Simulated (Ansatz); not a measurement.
**Structures of HfC: which is lowest?**

Plane-wave DFT in Ansatz with scalar-relativistic PAW potentials, cutoff 420 eV, Γ-centred meshes chosen by cell and gap, Gaussian smearing with energies taken to zero width. Every cell was relaxed (cell and atoms) in a run of its own, within the symmetry of its start. Functional: PBE.

Relaxed structures (starts from databases or built by putting these elements on another compound's sites):
A. P6_3/mmc, 4 atoms in the computed cell, a = 3.854 Å, c = 4.637 Å; sites (symmetry × multiplicity) Hf -6m2 × 2, C -6m2 × 2; start: built
B. Fm-3m, 2 atoms in the computed cell, a = 4.652 Å; sites (symmetry × multiplicity) Hf m-3m × 4, C m-3m × 4; start: database
C. P6_3/mmc, 4 atoms in the computed cell, a = 3.330 Å, c = 5.226 Å; sites (symmetry × multiplicity) Hf -6m2 × 2, C -3m. × 2; start: built

Problem. Rank them by energy. Could pressure change the order?

Solution.
```csv
structure,group,E − E(lowest) (meV/atom),V (Å³/atom),gap on mesh (eV)
B,Fm-3m,0.0,12.58,0.00
C,P6_3/mmc,196,12.55,0.00
A,P6_3/mmc,263,14.91,0.00
```

B is lowest, 196 meV/atom under C. The two lowest differ in volume by under 3 %, too little for a first-order estimate of what pressure does to that pair (other pairs aren't weighed here); with rigid cells even 3 % in favour of the higher one would need about 83 GPa. Other structures may lie lower than all of these, and vibrations aren't counted.

Spin-orbit coupling is left out, which matters for the bands of heavy elements.